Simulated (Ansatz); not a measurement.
# twin(10-12) boundary in hcp Ru with Ti (substitutional): structure and resistance, part 2 of 2

Wanted: what the twin(10-12) boundary in hcp Ru with Ti (substitutional) costs an interconnect.

Ansatz 0.2.0; Ansatz plane-wave DFT, PBE, PAW files; relaxation of a bicrystal slab with its lowest layers held; PAW set soft_1 (the session's first sound run).

So far. Step 2 (Relaxing the bicrystal): The largest force component on a free atom ends at 0.019 eV/Å, under the tolerance of 0.03, after 5 steps.

## (3) Transmission across the boundary

Bulk layers of each grain are laid under and over the relaxed boundary, and a lead is named in the middle of each, away from the free faces. The mesh across the current, 10×24, is finer than the density's, because channels open and close sharply across the zone. Energies from -0.1 to 0.1 eV in steps of 0.05 eV are too few for the program's thermal sum, so it prints no conductance; for a metal the transmission near the Fermi level serves, at a fraction of the cost.

This step: Ansatz plane-wave DFT, PBE, PAW files; ballistic transport by layer matching (Landauer), zero bias; boundary relaxed in a short slab, bulk layers laid on; PAW set soft_1 (Ansatz 0.2.0).

System of this step: twin(10-12) boundary in hcp Ru with Ti (substitutional). The cell holds 57 atoms: 56 Ru and 1 Ti. Cell: a = 6.348 Å, b = 2.706 Å, c = 52.973 Å, α = 90.0°, β = 90.0°, γ = 90.0°. It derives from Ru. Regions: lower grain, 22 atoms (22 Ru); boundary, 17 atoms (16 Ru and 1 Ti); upper grain, 18 atoms (18 Ru). Vacuum lies along c.

The input, input.yaml:

```yaml
crystal:
  lattice:
    - [6.3481279548, 0.0, 0.0]
    - [0.0, 2.7058, 0.0]
    - [0.0, 0.0, 52.9729733427]
  atoms:
    - { symbol: Ru, position: [4.837733358, -6.5833333333, 0.0755102036] }
    - { symbol: Ru, position: [4.1560563199, -7.0833333334, 0.0954018881] }
    - { symbol: Ru, position: [4.5652178008, -6.0833333333, 0.1053477304] }
    - { symbol: Ru, position: [3.8835407627, -6.5833333334, 0.1252394149] }
    - { symbol: Ru, position: [4.2927022436, -5.5833333333, 0.1351852572] }
    - { symbol: Ru, position: [3.6110252055, -6.0833333334, 0.1550769417] }
    - { symbol: Ru, position: [4.0201866864, -5.0833333333, 0.165022784] }
    - { symbol: Ru, position: [3.3385096483, -5.5833333334, 0.1849144686] }
    - { symbol: Ru, position: [3.7476711292, -4.5833333333, 0.1948603108] }
    - { symbol: Ru, position: [3.0659940911, -5.0833333334, 0.2147519954] }
    - { symbol: Ru, position: [3.475155572, -4.0833333333, 0.2246978377] }
    - { symbol: Ru, position: [2.7934785339, -4.5833333334, 0.2445895222] }
    - { symbol: Ru, position: [3.2026400148, -3.5833333333, 0.2545353645] }
    - { symbol: Ru, position: [2.5209629767, -4.0833333334, 0.274427049] }
    - { symbol: Ru, position: [2.9301244576, -3.0833333333, 0.2843728913] }
    - { symbol: Ru, position: [2.2484474195, -3.5833333334, 0.3042645758] }
    - { symbol: Ru, position: [2.6576089004, -2.5833333333, 0.3142104181] }
    - { symbol: Ru, position: [1.9759318623, -3.0833333334, 0.3341021027] }
    - { symbol: Ru, position: [2.3850933432, -2.0833333333, 0.3440479449] }
    - { symbol: Ru, position: [1.7034163051, -2.5833333334, 0.3639396295] }
    - { symbol: Ru, position: [2.112577786, -1.5833333333, 0.3738854718] }
    - { symbol: Ru, position: [1.4309007479, -2.0833333334, 0.3937771563] }
    - { symbol: Ru, position: [0.8400622288, 0.9166666667, 0.4037229986] }
    - { symbol: Ru, position: [0.1583851907, 0.4166666667, 0.4236146831] }
    - { symbol: Ru, position: [0.5671156252, 0.4166666667, 0.4334019503] }
    - { symbol: Ru, position: [0.8803899466, 0.9166666667, 0.4532575746] }
    - { symbol: Ru, position: [0.2918034789, 0.9166666667, 0.463831719] }
    - { symbol: Ru, position: [0.6097805974, 0.4166666667, 0.4831460591] }
    - { symbol: Ru, position: [0.0189726683, 0.4166666667, 0.4943713112] }
    - { symbol: Ru, position: [0.337528248, 0.9166666667, 0.5146189347] }
    - { symbol: Ru, position: [0.7443630283, 0.9166666667, 0.5220871518] }
    - { symbol: Ti, position: [0.0881741375, 0.4166666667, 0.5446676651] }
    - { symbol: Ru, position: [0.7436868818, 0.9166666667, 0.5674611323] }
    - { symbol: Ru, position: [0.3369133935, 0.9166666667, 0.5755545855] }
    - { symbol: Ru, position: [0.0171635625, 0.4166666667, 0.5950977542] }
    - { symbol: Ru, position: [0.6071429221, 0.4166666667, 0.6065342194] }
    - { symbol: Ru, position: [0.2898368179, 0.9166666667, 0.6262287902] }
    - { symbol: Ru, position: [0.8811789946, 0.9166666667, 0.6359412211] }
    - { symbol: Ru, position: [0.5650038474, 0.4166666667, 0.6560712045] }
    - { symbol: Ru, position: [1.1547684591, -1.5833333334, 0.6658978973] }
    - { symbol: Ru, position: [1.8364454973, -1.0833333333, 0.6857895819] }
    - { symbol: Ru, position: [1.4272840163, -2.0833333334, 0.6957354242] }
    - { symbol: Ru, position: [2.1089610545, -1.5833333333, 0.7156271087] }
    - { symbol: Ru, position: [1.6997995735, -2.5833333334, 0.725572951] }
    - { symbol: Ru, position: [2.3814766117, -2.0833333333, 0.7454646355] }
    - { symbol: Ru, position: [1.9723151307, -3.0833333334, 0.7554104778] }
    - { symbol: Ru, position: [2.6539921689, -2.5833333333, 0.7753021623] }
    - { symbol: Ru, position: [2.244830688, -3.5833333334, 0.7852480046] }
    - { symbol: Ru, position: [2.9265077261, -3.0833333333, 0.8051396892] }
    - { symbol: Ru, position: [2.5173462452, -4.0833333334, 0.8150855314] }
    - { symbol: Ru, position: [3.1990232833, -3.5833333333, 0.834977216] }
    - { symbol: Ru, position: [2.7898618024, -4.5833333334, 0.8449230583] }
    - { symbol: Ru, position: [3.4715388405, -4.0833333333, 0.8648147428] }
    - { symbol: Ru, position: [3.0623773596, -5.0833333334, 0.8747605851] }
    - { symbol: Ru, position: [3.7440543977, -4.5833333333, 0.8946522696] }
    - { symbol: Ru, position: [3.3348929168, -5.5833333334, 0.9045981119] }
    - { symbol: Ru, position: [4.0165699549, -5.0833333333, 0.9244897964] }
kpoints:
  mp_grid: { grid: [4, 9, 1] }
hamiltonian:
  xc: pbe
  pseudopotentials: { kind: paw, azcp: { folder: soft_1 } }
scf:
  occupations: { method: fermi_dirac, width: 0.1 }
output:
  transmission:
    leads: [[12, 14], [45, 47]]
    kmesh: [10, 24]
    e_range: [-0.1, 0.1]
    de: 0.05
  write_potential: true
  write_density: true
  volumetric_format: npy
  elf: true
```

Started as:

```bash
$ ansatz run input.yaml --threads 8 --pin off --max-ram 15360MiB --backend cpu --events-out ev --progress --plain --runs-dir out
```

Numbers of over 12 decimals in the logs are rounded to 6 here.

What it wrote:

```text
[...]
Crystal: 57 atoms, lattice volume = 909.904 Å³
Basis set: ecut = 420 eV, 17853 PW (Γ)
Bands: 545, of which v1, the nominal top of the filled ones, is band 454 counted from 1 (453 counted from 0)
Symmetry: 2 space group operations
[...]
k-points: 15 of 36 (time reversal used)
[...]
SCF iter   1: F=—  HF=-331741.705492 eV  |F-HF|=—  |Δ(HF+E_count)|=         —  Δρ=1.21e-1  dr2=1.03e3  ethr=3.10e-3  ⟨swp⟩=6.7  Hψ=28541  notcnv=0
[...]
SCF iter  12: F=-331701.830703 eV  HF=-331701.830703 eV  |F-HF|=2.49e-8  |Δ(HF+E_count)|=   6.61e-8  Δρ=1.85e-6  dr2=5.60e-8  ethr=1.10e-11  ⟨swp⟩=9.2  Hψ=22846  notcnv=0
SCF 1 converged in 12 iterations: F = -331701.830703 eV  dr2 = 5.60e-8
[...]
transmission: 578 of 5772 steps passed
transmission: 1158 of 5772 steps passed
[...]
transmission: 5772 of 5772 steps passed
WARN: The output density's exchange-correlation potential varies sharply where the density is thin. Do not read a vacuum level from v_tot or v_xc, or from such a field of the output density. On a cell that repeats whose density bears no net charge and no dipole along the vacuum's axis use v_es (v_loc + v_h of the components); under efield.dipole_correction with no amplitude use v_es + v_field, which holds any externa [...]
SCF converged after 12 iterations
Free energy (F): -331701.830703 eV
[...]
Internal energy: -331700.152808 eV  (E = F + TS)
E sigma→0 (E₀):  -331700.991756 eV
Entropy (-TS):   -1.677895 eV (-29.437 meV/atom)
Fermi energy:    19.082955 eV
[...]
--- Band table (eV; the first three rows and the last of 15) ---
  k-point 0: bands = [... 450 lower, 18.6317, 18.6575, 18.7044, 18.7237, 18.7261, 18.7802, 18.8116, 18.8303, ... 87 higher]
  k-point 1: bands = [... 450 lower, 18.4273, 18.4477, 18.4542, 18.4935, 18.5215, 18.5654, 18.5853, 18.6161, ... 87 higher]
  k-point 2: bands = [... 450 lower, 18.3510, 18.3743, 18.4276, 18.4442, 18.4706, 18.4984, 18.5911, 18.6617, ... 87 higher]
  k-point 14: bands = [... 450 lower, 19.9739, 19.9937, 20.0468, 20.1012, 20.1215, 20.1507, 20.1735, 20.1892, ... 87 higher]
--- Transmission ---
  basis      : 149 plane waves across, 74 finite elements along
  points     : 78, standing for a mesh of 10 x 24
  energies   : 5 from -0.100000 to 0.100000 eV about the Fermi level, 0.050000 eV apart; the leads are filled to 0.000000 eV, and channels, transmission and decay are at 0.000000 eV
  crystal 0  : Ru4, at the sites [12, 14], period 3.1612 Å, over 19.76 Å; its Hamiltonian steps by up to 31.1 meV: too much for a lead, lay more layers or, if its atoms are ordered, name the step of that order
    offset         : up to 0.0000 Å between an atom of the period and one for which it stands
    channels       : 3.833333e0 a spin
    conductance    : none, the energies end too early or step too widely for 300 K: set another output.transmission.e_range or a lower de, or, where they end at an eighth of basis.ecutwfc, a higher one
[...]
channels       : 3.833333e0 a spin
[...]
junction   : crystal 0 to crystal 1, 14.44 to 38.34 Å
    transmission   : 1.588353e0 a spin
[...]
```

The job ended after 15 min (8 threads of Intel Xeon at 2.50GHz (Skylake/Cascade Lake), shared host; peak memory 11 GiB).

In the SCF lines HF is the Harris–Foulkes energy and dr2 the Hartree energy of the density residual, in eV; the loop may stop once dr2 is under the threshold and the program's other checks hold. Hψ counts applications of the Hamiltonian.

This step gave:

```
free energy                                    : -331701.8307 eV
energy at zero smearing                        : -331700.9918 eV
Fermi energy                                   : 19.08 eV
cell area                                      : 17.18 Å²
transmission per spin nearest the Fermi level  : 1.588
open channels per spin nearest the Fermi level : 3.833
open channels per spin, upper lead             : 3.833
step of the lead's potential                   : 31.1 meV
step of the upper lead's potential             : 17.3 meV
```

Per spin. The transmission, zone mean by energy, zero at the Fermi level:

```tsv
energy (eV)	transmission, zone mean
-0.1000	1.72
-0.0500	1.70
0.0000	1.59
0.0500	1.58
0.1000	1.56
```

Per spin. The open channels, zone mean by energy, zero at the Fermi level:

```tsv
energy (eV)	lead	upper lead
-0.1000	3.96	3.94
-0.0500	3.92	3.92
0.0000	3.83	3.83
0.0500	3.73	3.73
0.1000	3.82	3.82
```

Transmission over k1 and k2. At 0.0000 eV from the Fermi level.

Ten even steps from '0' (0.49) to '9' (3.79):
```
1443909344
1014505410
1141232141
1111111111
4301434103
4211010112
2322111223
2222111222
6642212246
7553222355
8654656456
7667656766
8654656456
7553222355
6642212246
2222111222
2322111223
4211010112
4301434103
1111111111
1141232141
1014505410
1443909344
1043909340
```
Columns: k1 (b1) from -0.5 to 0.4; rows upwards: k2 (b2) from -0.5 to 0.458.

Open channels over k1 and k2. At 0.0000 eV from the Fermi level.

Values, 22 rows by 10 columns, each cell a mean:
```
2.00 2.92 3.92 4.00 6.83 3.00 6.83 4.00 3.92 2.92
2.00 2.00 3.00 3.83 4.83 3.00 4.83 3.83 3.00 2.00
2.00 2.00 3.00 3.00 3.75 2.75 3.75 3.00 3.00 2.00
2.67 2.67 2.67 3.00 3.33 2.67 3.33 3.00 2.67 2.67
4.83 4.00 2.42 3.00 3.58 3.58 3.58 3.00 2.42 4.00
5.00 4.50 3.00 3.00 3.00 3.00 3.00 3.00 3.00 4.50
4.00 4.42 3.58 3.00 3.00 3.00 3.00 3.00 3.58 4.42
5.33 4.67 4.67 3.00 3.00 3.00 3.00 3.00 4.67 4.67
6.00 5.00 5.75 3.75 3.00 3.00 3.00 3.75 5.75 5.00
7.67 6.67 6.00 4.83 4.67 3.83 4.67 4.83 6.00 6.67
8.00 7.00 6.00 5.92 5.00 4.00 5.00 5.92 6.00 7.00
7.83 6.83 6.00 4.92 4.83 3.92 4.83 4.92 6.00 6.83
6.00 5.00 5.83 3.83 3.00 3.00 3.00 3.83 5.83 5.00
5.50 4.75 4.75 3.00 3.00 3.00 3.00 3.00 4.75 4.75
4.00 4.33 3.67 3.00 3.00 3.00 3.00 3.00 3.67 4.33
4.83 4.58 3.00 3.00 3.00 3.00 3.00 3.00 3.00 4.58
5.00 4.00 2.50 3.00 3.50 3.50 3.50 3.00 2.50 4.00
2.83 2.83 2.58 3.00 3.42 2.83 3.42 3.00 2.58 2.83
2.00 2.00 3.00 3.00 3.67 2.67 3.67 3.00 3.00 2.00
2.00 2.00 3.00 3.75 4.75 3.00 4.75 3.75 3.00 2.00
2.00 2.83 3.83 4.00 6.67 3.00 6.67 4.00 3.83 2.83
2.00 2.08 4.00 4.00 6.08 2.08 6.08 4.00 4.00 2.08
```
Columns: k1 (b1) from -0.5 to 0.4; rows upwards: k2 (b2) from -0.5 to 0.458.

ELF in the ca plane at fractional y = 0.417, with atoms of Ru and Ti within 0.2 Å of it. It is the smooth field of the valence electrons, not physical close to the nuclei.

Values, 9 rows by 16 columns, each cell a mean:
```
0.28 0.30 0.24 0.30 0.29 0.39 0.44 0.30 0.19 0.23 0.33 0.51 0.30 0.29 0.27 0.27
0.29 0.30 0.25 0.29 0.29 0.29 0.29 0.30 0.31 0.30 0.30 0.29 0.29 0.29 0.26 0.28
0.26 0.28 0.33 0.30 0.30 0.49 0.30 0.29 0.27 0.27 0.29 0.38 0.41 0.29 0.33 0.30
0.26 0.24 0.53 0.47 0.37 0.57 0.33 0.25 0.18 0.20 0.25 0.49 0.52 0.32 0.56 0.38
0.30 0.29 0.47 0.39 0.29 0.40 0.28 0.24 0.14 0.19 0.27 0.34 0.35 0.29 0.52 0.35
0.29 0.30 0.30 0.29 0.30 0.25 0.26 0.31 0.25 0.30 0.29 0.24 0.28 0.29 0.30 0.29
0.29 0.31 0.47 0.29 0.30 0.26 0.27 0.34 0.17 0.26 0.32 0.24 0.30 0.30 0.34 0.43
0.42 0.42 0.57 0.29 0.27 0.31 0.34 0.26 0.60 0.37 0.32 0.36 0.28 0.26 0.45 0.55
0.37 0.31 0.41 0.27 0.24 0.48 0.54 0.24 0.64 0.40 0.40 0.57 0.32 0.25 0.33 0.40
```
Columns run along c (16.0 Å, from fractional 0.38 to 0.68 of the cell), rows up along a (6.3 Å). Atoms in or near the plane, at fractional coordinates: Ru at (0.42, 0.16), Ru at (0.43, 0.57), Ru at (0.48, 0.61), Ru at (0.49, 0.02), Ti at (0.54, 0.09), Ru at (0.60, 0.02), Ru at (0.61, 0.61), Ru at (0.66, 0.57), Ru at (0.67, 0.15).

Electrostatic potential energy in the ca plane at fractional y = 0.417, with atoms of Ru and Ti within 0.2 Å of it. With pseudopotentials it is smooth inside the atoms' cores, unlike the true potential.

Ten even steps from '0' (-73 eV) to '9' (22 eV), each cell a mean:
```
99999999999999731158998778999620269999999999
99999999999999975689999999999865689999999999
99999999999999999999999999999999999999999999
89999999999999889999999999999999889999999999
89999988889997546899999999999997557899988899
89999853368984103799999999999984103799743589
99999720038973001699999999999973002698400169
99999720037985113799999999999984113798400159
99999852258998667999999999999998667999632479
99999987789999999999999999999999999999977899
99999999999999999999999999999999999999999999
99999878999999999999999999999999999999998889
89997424799999999999999889999999999999985346
48985101599999998899997667899998999999962004
16985001599999865579986555799865689999961003
27997324799999730148985555799610269999984226
58999878999999610038986556898400058999998778
```
Columns run along c (16.0 Å, from fractional 0.38 to 0.68 of the cell; values clipped at the 3rd and 97th percentile), rows up along a (6.3 Å). Atoms in or near the plane, at fractional coordinates: Ru at (0.42, 0.16), Ru at (0.43, 0.57), Ru at (0.48, 0.61), Ru at (0.49, 0.02), Ti at (0.54, 0.09), Ru at (0.60, 0.02), Ru at (0.61, 0.61), Ru at (0.66, 0.57), Ru at (0.67, 0.15).

Valence density in the ca plane at fractional y = 0.417, with atoms of Ru and Ti within 0.2 Å of it. It is the smooth field of the valence electrons, not physical close to the nuclei.

Ten even steps from '0' (0 e/Å³) to '9' (11 e/Å³), each cell a mean:
```
00000000000000036520000000000146410000000000
00000000000000001100000000000011100000000000
00000000000000000000000000000000000000000000
00000000000000000000000000000000000000000000
00000000000000221000000000000000221000000000
00000013310002673000000000000002673000023200
00000048730003895100000000000003895100268510
00000148830002563000000000000002563000279610
00000024410000110000000000000000110000134300
00000000000000000000000000000000000000001000
00000000000000000000000000000000000000000000
00000000000000000000000000000000000000000000
00000242000000000000000000000000000000002331
20002686200000000000000120000000000000014873
51002696200000012100002673000012100000015973
41001343000000147620003884000157510000002441
10000000000000159830001441000279720000000000
```
Columns run along c (16.0 Å, from fractional 0.38 to 0.68 of the cell), rows up along a (6.3 Å). Atoms in or near the plane, at fractional coordinates: Ru at (0.42, 0.16), Ru at (0.43, 0.57), Ru at (0.48, 0.61), Ru at (0.49, 0.02), Ti at (0.54, 0.09), Ru at (0.60, 0.02), Ru at (0.61, 0.61), Ru at (0.66, 0.57), Ru at (0.67, 0.15).

Over the solved energies the transmission per spin lies between 1.56 and 1.72, out of 3.85 channels of the lead on average (up to 3.96). The log calls the step of a lead's potential too much.

## (4) Specific resistance

This step: Ansatz plane-wave DFT, PBE, PAW files; ballistic transport by layer matching (Landauer), zero bias; specific resistance of the boundary; PAW set soft_1 (Ansatz 0.2.0).

Numbers from this step:

| Item | Value |
| --- | --- |
| area resistance | 0.7848 fΩ m² |
| T over the leads' mean channel count | 0.4232 |

Averaged over the energies near the Fermi level, 42.3 % of the channels pass, which makes 0.785 fΩ m².

By hand, with T and the leads' channels N averaged over the energies near the Fermi level: RA = A (h/2e²)(1/T − ½[1/N₁ + 1/N₂]) = 17.18×10⁻²⁰ m² × 12 906 Ω × (1/1.629 − ½[1/3.851 + 1/3.848]) = 0.785 fΩ m².

## (5) Results

```json
{
  "specific resistance of the boundary": "0.785 fΩ m²",
  "share of channels that pass": "0.423"
}
```

What this shows: The boundary has a specific resistance of 0.78 fΩ m². The boundary reflects 58 % of the channels; 0.78 fΩ m² is 7.8×10⁻¹² Ω·cm². One Ti in 17.2 Å² of boundary is a high coverage. Each plane of this narrow cell holds one atom, so the solute fills a whole plane. One starting structure was relaxed; another shift or atom count at the boundary may lie lower. A lead's potential steps by up to 31 meV from period to period, which the log calls too much, so longer leads could move the result.

[Logs are printed without paths, hosts, clocks, repeated set-up lines and the standing remarks that a program may print on its own settings, such as how far it seeks lower states.]

[Hosts, paths, dates, database ids (printed as entryN), source tags and the programs' standing remarks are cut or masked in the printed files.]
